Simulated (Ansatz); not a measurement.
# SiC: one input, then a changed one

The cell is COD entry 1010995, as deposited and not checked against the literature; nothing was relaxed. It is an old determination, and later ones may differ. The listed cell was then made from it by scaling, straining or moving an atom.

First run: DFT, PBE, all-electron LAPW, scalar-relativistic (Ansatz 0.2.0).

Command: `ansatz run input.yaml --threads 1 --pin off --max-ram 2048MiB --backend cpu --events-out ev --progress --plain --runs-dir out` The run took 83 s on 1 thread of Arm Neoverse V1 (shared host), peak memory 0.66 GiB.

```yaml
crystal:
  lattice:
    - [0.0, 2.13052, 2.174]
    - [2.13052, 0.0, 2.174]
    - [2.13052, 2.13052, 0.0]
  atoms:
    - { symbol: Si, position: [0.0, 0.0, 0.0] }
    - { symbol: C, position: [0.75, 0.75, 0.75] }
kpoints:
  mp_grid: { grid: [16, 16, 16] }
scf:
  occupations: { method: fermi_dirac, width: 0.05 }
hamiltonian:
  xc: pbe
  pseudopotentials: { kind: all_electron, lapw: { basis_error: 0.00025 } }
output:
  forces: true
  stress: true
  eigenvalues: true
```

Result: converged; pressure 14.89 GPa; gap on the k mesh 1.20 eV; 7 SCF iterations.

The input is then changed:

```diff
@@ -10,5 +10,5 @@
   mp_grid: { grid: [16, 16, 16] }
 scf:
-  occupations: { method: fermi_dirac, width: 0.05 }
+  occupations: { method: gaussian, width: 0.001 }
 hamiltonian:
   xc: pbe
```

(1) What does the second run give?

## Answers

(1) It converged; energy at zero smearing 0.0 meV/atom from the first run; pressure 14.89 GPa; gap on the k mesh 1.20 eV; 7 SCF iterations.
